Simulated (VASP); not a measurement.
The system is BaTiO3.

```xyz
5
Lattice="3.9998 0.0000 0.0000 0.0000 3.9998 0.0000 0.0000 0.0000 4.0180" Properties=species:S:1:pos:R:3 pbc="T T T"
Ba    0.0000    0.0000    0.0000
Ti    1.9999    1.9999    1.9688
O     0.0000    1.9999    2.0773
O     1.9999    0.0000    2.0773
O     1.9999    1.9999    0.0763
```

```yaml
Program: VASP 6.6.1
Task: relaxation of cell and atoms
Functional: PBE
Dispersion: D4
Potentials_or_basis: VASP PAW PBE potentials, release 64 (Ba_sv, Ti_sv, O)
Cutoff: 600 eV
k_mesh: 7 × 7 × 7
Occupations: fermi-dirac, width 0.05 eV
Spin: no spin polarisation
```

At the start: pressure 1.2 GPa; volume 12.86 Å³/atom.

Task: Where does the relaxation end?

Result: Over 14 steps the energy falls by 4.4 meV/atom and the volume is 13.14 Å³/atom (+2.2 %); space group P4mm (No. 99, to 0.05 Å).

The path:
```tsv
step	energy change (eV)	largest force (eV/Å)	pressure (GPa)	volume (Å³)
1	0.0000	0.2967	1.16	64.28
2	-0.0077	0.2427	-0.75	65.15
3	-0.0078	0.2351	-1.04	65.29
4	-0.0137	0.1422	-0.33	65.21
5	-0.0148	0.1062	0.19	65.16
6	-0.0175	0.0901	0.21	65.24
7	-0.0196	0.1056	0.27	65.36
8	-0.0179	0.1640	0.50	65.59
9	-0.0199	0.1213	0.32	65.43
10	-0.0211	0.0899	-0.33	65.77
11	-0.0211	0.0849	-0.43	65.83
12	-0.0218	0.0731	0.06	65.71
13	-0.0218	0.0683	0.04	65.72
14	-0.0221	0.0097	0.02	65.70
```

Final structure:
```
Ba Ti O
1.0
     3.98366    0.00000    0.00000
     0.00000    3.98366    0.00000
     0.00000    0.00000    4.14024
Ba Ti O
1 1 3
Direct
  0.00000 0.00000 0.99455
  0.50000 0.50000 0.47664
  0.00000 0.50000 0.51839
  0.50000 0.00000 0.51839
  0.50000 0.50000 0.03504
```
